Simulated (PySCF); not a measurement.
# C3H4N2 (1H-Pyrazole): the cost of one run

The runs use PySCF 2.14.0, with density-fitted response routines of our own; the level of theory stands in each step. All values are computed, except where a source is named. Atoms count from 0, in the outputs and in this text.

### 1 Starting geometry

9 atoms, charge 0, multiplicity 1; geometry from: GFN2-xTB. The atoms were then displaced at random by about 0.01 Å, so the start is not that level's minimum.

Bonds of the start (Å): C0–C1 1.37, C1–N2 1.32, N2–N3 1.28, N3–C4 1.35, C4–C0 1.38, C0–H5 1.10, C1–H6 1.09, N3–H7 1.01, C4–H8 1.08.

### 2 Optimising the geometry at PBE0-D3(BJ)/def2-SVP

What the job is given:

```
{"job": {"xc": "PBE0", "basis": "def2-SVP", "d3": "d3bj", "grid": 1, "shake": 0.01, "kind": "geom"}, "charge": 0, "multiplicity": 1}
C      0.177150     0.968890     0.107090
C      1.211830     0.092820    -0.097660
N      0.757270    -1.141800    -0.214590
N     -0.510310    -1.059690    -0.087450
C     -0.970150     0.197920     0.093620
H      0.208380     2.061040     0.223490
H      2.275850     0.305420    -0.159110
H     -1.086210    -1.893680    -0.140480
H     -2.006000     0.451920     0.241360
```

Launch:

```bash
> OMP_NUM_THREADS=1 python probes_run.py task.json out
```

One launch serves the whole session: the jobs run in the order shown.

Q: Estimate the wall time and peak memory of this first job on 1 thread of Arm Neoverse N1, shared host.

About 31 s, with a peak of 0.38 GiB.
